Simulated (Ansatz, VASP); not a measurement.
P in VASP and in Ansatz

The input INCAR:

```
SYSTEM = P
ALGO = Normal ; EDIFF = 1E-6
ENCUT = 520 ; GGA = PE
ISIF = 2 ; ISMEAR = 0
LASPH = .TRUE. ; LCHARG = .FALSE.
LREAL = .FALSE. ; LWAVE = .FALSE.
NBANDS = 8 ; NELM = 60
PREC = Accurate ; SIGMA = 0.1
```

File KPOINTS:

```
k-points
0
G
  6 6 8
  0 0 0
```

POSCAR

```
P
1.0
    3.0537156100      0.0000000000      0.0000000000
    0.0000000000      3.0537156100      0.0000000000
    0.0000000000      0.0000000000      2.1455464300
P
1
Direct
    0.0000000000      0.0000000000      0.0000000000
```

Input for Ansatz:

```yaml
crystal:
  lattice:
    - [3.05371561, 0.0, 0.0]
    - [0.0, 3.05371561, 0.0]
    - [0.0, 0.0, 2.14554643]
  atoms:
    - { symbol: P, position: [0.0, 0.0, 0.0] }
basis:
  ecutwfc: 420
kpoints:
  mp_grid: { grid: [6, 6, 8] }
hamiltonian:
  xc: pbe
scf:
  occupations: { method: gaussian, width: 0.1 }
  lower_state_search: "off"
output:
  forces: true
  stress: true
  eigenvalues: true
```

Alike in both runs: task single point; functional PBE; k mesh 6 × 6 × 8; occupations gaussian, width 0.1 eV; no spin polarisation.

|  | VASP | Ansatz |
| --- | --- | --- |
| version | VASP 6.6.1 | Ansatz 0.2.0 |
| potentials or method | VASP PAW PBE potentials, release 64 (P) | scalar-relativistic, plane waves, PAW |
| plane-wave cutoff (eV) | 520 | 420 |
| valence electrons in the cell | 5 | 5 |

|  | VASP | Ansatz | Ansatz less VASP |
| --- | --- | --- | --- |
| gap on the k mesh at the Fermi level (eV) | none | none | - |
| pressure (GPa) | -1.1 | -1.0 | +0.18 |
| largest component of the traceless stress (GPa) | 21.02 | 21.26 | +0.244 |

A gap of «none» marks a metal or a gap that the smearing closes.

Caveats: the k mesh is coarse (spacing up to 0.37 Å⁻¹), so the values aren't converged.
